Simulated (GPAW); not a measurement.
A run of GPAW 26.7.0:

Contents of run.py:

```python
import numpy as np
import spglib
from ase import Atoms
from ase.dft.bandgap import bandgap
from ase.io import read, write
from gpaw import GPAW, PW
from gpaw.response.df import DielectricFunction

atoms = read('TePb.cif')
cell, positions, numbers = spglib.find_primitive(
    (atoms.cell[:], atoms.get_scaled_positions(), atoms.numbers), symprec=1e-4)
atoms = Atoms(numbers, cell=cell, scaled_positions=positions, pbc=True)

calc = GPAW(mode=PW(400),
            xc='PBE',
            kpts={'size': (6, 6, 6), 'gamma': True},
            occupations={'name': 'fermi-dirac', 'width': 0.001},
            nbands=19,
            convergence={'density': 1e-06},
            maxiter=150,
            txt='gpaw.txt')
atoms.calc = calc
energy = atoms.get_potential_energy()
calc.write('gs.gpw')
write('result.traj', atoms)
print(f'Energy: {energy:.6f} eV')
print('Fermi level:', round(calc.get_fermi_level(), 4), 'eV')
print(f'Gap: {bandgap(calc)[0]:.4f} eV, direct: {bandgap(calc, direct=True)[0]:.4f} eV')

for size in [(13, 13, 13), (18, 18, 18)]:
    name = 'x'.join(str(n) for n in size)
    dense = calc.fixed_density(kpts={'size': size, 'gamma': True},
                               nbands=32, convergence={'bands': 26},
                               update_fermi_level=True, txt=f'dense-{name}.txt')
    dense.write(f'{name}.gpw', mode='all')
    df = DielectricFunction(f'{name}.gpw', frequencies=np.array([0.0]), hilbert=False, eta=0.001,
                            ecut=80, nbands=26, intraband=False, txt=f'df-{name}.txt')
    for xc in ['RPA', 'Bootstrap', 'LR0.2']:
        for direction in ['x', 'y', 'z', [0, 1, 1], [1, 0, 1], [1, 1, 0]]:
            e0, e = df.get_macroscopic_dielectric_constant(xc=xc, direction=direction)
            print(f'{name} {xc} {direction}: {e0:.4f} without, {e:.4f} with local fields')
```

File TePb.cif:

```cif
data_TePb
_cell_length_a 6.46200000
_cell_length_b 6.46200000
_cell_length_c 6.46200000
_cell_angle_alpha 90.00000000
_cell_angle_beta 90.00000000
_cell_angle_gamma 90.00000000
_space_group_name_H-M_alt 'Fm-3m'
_space_group_name_Hall '-F 4 2 3'
_space_group_IT_number 225
loop_
_space_group_symop_operation_xyz
'x,y,z'
'-x,-y,-z'
'-y,x,z'
'y,-x,-z'
'-x,-y,z'
'x,y,-z'
'y,-x,z'
'-y,x,-z'
'x,-y,-z'
'-x,y,z'
'-y,-x,-z'
'y,x,z'
'-x,y,-z'
'x,-y,z'
'y,x,-z'
'-y,-x,z'
'z,x,y'
'-z,-x,-y'
'z,-y,x'
'-z,y,-x'
'z,-x,-y'
'-z,x,y'
'z,y,-x'
'-z,-y,x'
'-z,x,-y'
'z,-x,y'
'-z,-y,-x'
'z,y,x'
'-z,-x,y'
'z,x,-y'
'-z,y,x'
'z,-y,-x'
'y,z,x'
'-y,-z,-x'
'x,z,-y'
'-x,-z,y'
'-y,z,-x'
'y,-z,x'
'-x,z,y'
'x,-z,-y'
'-y,-z,x'
'y,z,-x'
'-x,-z,-y'
'x,z,y'
'y,-z,-x'
'-y,z,x'
'x,-z,y'
'-x,z,-y'
'x,y+1/2,z+1/2'
'-x,-y+1/2,-z+1/2'
'-y,x+1/2,z+1/2'
'y,-x+1/2,-z+1/2'
'-x,-y+1/2,z+1/2'
'x,y+1/2,-z+1/2'
'y,-x+1/2,z+1/2'
'-y,x+1/2,-z+1/2'
'x,-y+1/2,-z+1/2'
'-x,y+1/2,z+1/2'
'-y,-x+1/2,-z+1/2'
[... 41 lines left out ...]
'-x+1/2,-y,z+1/2'
'x+1/2,y,-z+1/2'
'y+1/2,-x,z+1/2'
'-y+1/2,x,-z+1/2'
'x+1/2,-y,-z+1/2'
'-x+1/2,y,z+1/2'
'-y+1/2,-x,-z+1/2'
'y+1/2,x,z+1/2'
'-x+1/2,y,-z+1/2'
'x+1/2,-y,z+1/2'
'y+1/2,x,-z+1/2'
'-y+1/2,-x,z+1/2'
'z+1/2,x,y+1/2'
'-z+1/2,-x,-y+1/2'
'z+1/2,-y,x+1/2'
'-z+1/2,y,-x+1/2'
'z+1/2,-x,-y+1/2'
'-z+1/2,x,y+1/2'
'z+1/2,y,-x+1/2'
'-z+1/2,-y,x+1/2'
'-z+1/2,x,-y+1/2'
'z+1/2,-x,y+1/2'
'-z+1/2,-y,-x+1/2'
'z+1/2,y,x+1/2'
'-z+1/2,-x,y+1/2'
'z+1/2,x,-y+1/2'
'-z+1/2,y,x+1/2'
'z+1/2,-y,-x+1/2'
'y+1/2,z,x+1/2'
'-y+1/2,-z,-x+1/2'
'x+1/2,z,-y+1/2'
'-x+1/2,-z,y+1/2'
'-y+1/2,z,-x+1/2'
'y+1/2,-z,x+1/2'
'-x+1/2,z,y+1/2'
'x+1/2,-z,-y+1/2'
'-y+1/2,-z,x+1/2'
'y+1/2,z,-x+1/2'
'-x+1/2,-z,-y+1/2'
'x+1/2,z,y+1/2'
'y+1/2,-z,-x+1/2'
'-y+1/2,z,x+1/2'
'x+1/2,-z,y+1/2'
'-x+1/2,z,-y+1/2'
'x+1/2,y+1/2,z'
'-x+1/2,-y+1/2,-z'
'-y+1/2,x+1/2,z'
'y+1/2,-x+1/2,-z'
'-x+1/2,-y+1/2,z'
'x+1/2,y+1/2,-z'
'y+1/2,-x+1/2,z'
'-y+1/2,x+1/2,-z'
'x+1/2,-y+1/2,-z'
'-x+1/2,y+1/2,z'
'-y+1/2,-x+1/2,-z'
'y+1/2,x+1/2,z'
'-x+1/2,y+1/2,-z'
'x+1/2,-y+1/2,z'
'y+1/2,x+1/2,-z'
'-y+1/2,-x+1/2,z'
'z+1/2,x+1/2,y'
'-z+1/2,-x+1/2,-y'
'z+1/2,-y+1/2,x'
'-z+1/2,y+1/2,-x'
'z+1/2,-x+1/2,-y'
'-z+1/2,x+1/2,y'
'z+1/2,y+1/2,-x'
'-z+1/2,-y+1/2,x'
'-z+1/2,x+1/2,-y'
'z+1/2,-x+1/2,y'
'-z+1/2,-y+1/2,-x'
'z+1/2,y+1/2,x'
'-z+1/2,-x+1/2,y'
'z+1/2,x+1/2,-y'
'-z+1/2,y+1/2,x'
'z+1/2,-y+1/2,-x'
'y+1/2,z+1/2,x'
'-y+1/2,-z+1/2,-x'
'x+1/2,z+1/2,-y'
'-x+1/2,-z+1/2,y'
'-y+1/2,z+1/2,-x'
'y+1/2,-z+1/2,x'
'-x+1/2,z+1/2,y'
'x+1/2,-z+1/2,-y'
'-y+1/2,-z+1/2,x'
'y+1/2,z+1/2,-x'
'-x+1/2,-z+1/2,-y'
'x+1/2,z+1/2,y'
'y+1/2,-z+1/2,-x'
'-y+1/2,z+1/2,x'
'x+1/2,-z+1/2,y'
'-x+1/2,z+1/2,-y'
loop_
_atom_site_label
_atom_site_type_symbol
_atom_site_symmetry_multiplicity
_atom_site_Wyckoff_symbol
_atom_site_fract_x
_atom_site_fract_y
_atom_site_fract_z
_atom_site_occupancy
Pb1 Pb 4 a 0.0000000000 0.0000000000 0.0000000000 1
Te1 Te 4 b 0.5000000000 0.0000000000 0.0000000000 1
```

Potentials or basis: GPAW PAW data sets (gpaw-data 1.2.1), pw.

Launch:

```sh
$ OMP_NUM_THREADS=1 python run.py
```

Hardware: 1 thread of Arm Neoverse V2, on a shared host.

Q: Estimate the wall time of this run.

A: Run time: 3.8 min on 1 thread of Arm Neoverse V2, with other jobs on the host, peak memory 0.55 GiB. Counts: scf iterations 30, plane waves 1243, bands 19, k points 16.
